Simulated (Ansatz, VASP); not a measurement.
CoO in VASP and in Ansatz

```
Co O
1.0
     2.85630    0.00000    0.00000
    -1.42815    2.47363    0.00000
     0.00000    0.00000    2.78761
Co O
1 1
Direct
  0.00000 0.00000 0.00000
  0.66667 0.33333 0.50000
```

Alike in both runs: task single point; functional LDA; k mesh 8 × 8 × 7; occupations gaussian, width 0.05 eV; collinear spin; Hubbard terms Co d U = 2.0 eV.

|  | VASP | Ansatz |
| --- | --- | --- |
| version | VASP 6.6.1 | Ansatz 0.2.0 |
| potentials or method | VASP PAW LDA potentials, release 64 (Co, O) | scalar-relativistic, plane waves, PAW |
| plane-wave cutoff (eV) | 520 | 420 |
| valence electrons in the cell | 15 | 23 |

```csv
,VASP,Ansatz,Ansatz less VASP
gap on the k mesh at the Fermi level (eV),none,none,-
pressure (GPa),-22.3,-16.4,+5.89
largest component of the traceless stress (GPa),5.06,8.91,+3.845
rms of the force components (eV/Å),0.000,0.153,+0.1531
net moment per atom (μB),1.50,1.50,0.000
size of the moment on the site where the two differ most (μB),2.60,2.52,-0.077
```

Site moments also hang on the region over which each program counts them. The programs project onto different local orbitals, so the same U acts differently. Atom by atom the forces differ by 0.153 eV/Å (rms over components). A gap of «none» marks a metal or a gap that the smearing closes. The two sets of potentials don't hold the same shells in valence. Ansatz warned: «filled_band_counts_differ_across_k_points».

Caveats: a cell with one magnetic atom can't hold antiferromagnetic order, which such compounds often take. The state reached can hang on the start; a lower one may exist.
